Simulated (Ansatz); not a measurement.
# Al3Ru2: the cost of one run

Method: DFT PBE, scalar-relativistic, plane waves, PAW, in Ansatz 0.2.0.

### 1 The starting structure

Symmetry: P4/mmm, No. 123, tetragonal system. The conventional cell has a = 4.411 Å, b = 4.411 Å, c = 3.684 Å, α = 90.00°, β = 90.00°, γ = 90.00°. Around Al (site symmetry mmm) lie 2 Ru at 1.84 Å. Al (site symmetry 4/mmm) has 4 Al at 2.21 Å as nearest neighbours. Ru (site symmetry mmm) has 2 Al at 1.84 Å as nearest neighbours.

Structure file:

```
CELL_PARAMETERS angstrom
4.41144 0.00000 0.00000
0.00000 4.41144 0.00000
0.00000 0.00000 3.68395
ATOMIC_POSITIONS crystal
Al 0.00000 0.50000 0.50000
Al 0.50000 0.00000 0.50000
Al 0.50000 0.50000 0.50000
Ru 0.00000 0.50000 0.00000
Ru 0.50000 0.00000 0.00000
```

A structure generator made this guess: random cell by space group and Wyckoff sites (P4/mmm, No. 123). Its size is a rough estimate.

### 2 Probe: one point on a coarse mesh

The input, input.yaml:

```yaml
crystal:
  lattice:
    - [4.41144402, 0.0, 0.0]
    - [0.0, 4.41144402, 0.0]
    - [0.0, 0.0, 3.68395242]
  atoms:
    - { symbol: Al, position: [0.0, 0.5, 0.5] }
    - { symbol: Al, position: [0.5, 0.0, 0.5] }
    - { symbol: Al, position: [0.5, 0.5, 0.5] }
    - { symbol: Ru, position: [0.0, 0.5, 0.0] }
    - { symbol: Ru, position: [0.5, 0.0, 0.0] }
basis:
  ecutwfc: 420
kpoints:
  mp_grid: { grid: [4, 4, 6] }
hamiltonian:
  xc: pbe
scf:
  occupations: { method: gaussian, width: 0.1 }
  lower_state_search: "off"
output:
  forces: true
  stress: true
  eigenvalues: true
```

Started as:

```bash
> ansatz run input.yaml --threads 1 --pin off --max-ram 2560MiB --backend cpu --events-out ev --progress --plain --runs-dir out
```

Q: Estimate wall time and peak memory on 1 thread of Intel Xeon at 2.50GHz (Skylake/Cascade Lake), shared host.

About 5.8 s, with a peak of 0.35 GiB.
